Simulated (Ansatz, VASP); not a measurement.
## Si in VASP and in Ansatz

File INCAR:

```
ALGO     = Normal         # electronic algorithm
EDIFF    = 1E-6           # SCF threshold, eV
ENCUT    = 520            # plane-wave cutoff, eV
GGA      = CA             # functional
ISIF     = 2              # what is computed and relaxed
ISMEAR   = -1             # smearing method
LASPH    = True           # aspherical terms in the spheres
LCHARG   = False          # write CHGCAR
LREAL    = False          # projectors in reciprocal space
LWAVE    = False          # write WAVECAR
NBANDS   = 11             # bands
NELM     = 100            # most SCF steps
PREC     = Accurate       # precision mode
SIGMA    = 0.08           # smearing width, eV
```

File KPOINTS:

```
k-points
0
Gamma
  12 12 12
```

The input POSCAR:

```
Si
1.0
    0.0000000000      2.7063880927      2.7063880927
    2.7063880927      0.0000000000      2.7063880927
    2.7063880927      2.7063880927      0.0000000000
Si
2
Direct
    0.5000000000      0.5000000000      0.5000000000
    0.7500000000      0.7500000000      0.7500000000
```

Input for Ansatz:

```yaml
crystal:
  lattice:
    - [0.0, 2.7063880927, 2.7063880927]
    - [2.7063880927, 0.0, 2.7063880927]
    - [2.7063880927, 2.7063880927, 0.0]
  atoms:
    - { symbol: Si, position: [0.5, 0.5, 0.5] }
    - { symbol: Si, position: [0.75, 0.75, 0.75] }
kpoints:
  mp_grid: { grid: [12, 12, 12] }
  band_path:
    path:
      - [0.0, 0.0, 0.0]
      - [0.5, 0.0, 0.5]
      - [0.625, 0.25, 0.625]
      - [0.375, 0.375, 0.75]
      - [0.0, 0.0, 0.0]
      - [0.5, 0.5, 0.5]
      - [0.5, 0.25, 0.75]
      - [0.5, 0.0, 0.5]
    npoints: 5
scf:
  occupations: { method: fermi_dirac, width: 0.08 }
hamiltonian:
  xc: lda
  pseudopotentials: { kind: all_electron, lapw: { basis_error: 0.00025 } }
output:
  forces: true
  stress: true
  eigenvalues: true
```

Change from the starting cell: volume scaled by 0.99.

Alike in both runs: task single point; functional LDA; k mesh 12 × 12 × 12; occupations fermi-dirac, width 0.08 eV; no spin polarisation.

```csv
,VASP,Ansatz
version,VASP 6.6.1,Ansatz 0.2.0
potentials or method,"VASP PAW LDA potentials, release 64 (Si)","all-electron LAPW, scalar-relativistic"
plane-wave cutoff (eV),520,see its input
```

|  | VASP | Ansatz | Ansatz less VASP |
| --- | --- | --- | --- |
| pressure (GPa) | -0.5 | -0.6 | -0.10 |

Ansatz ran all-electron here, so the differences hold the error of VASP's frozen core and of both bases.
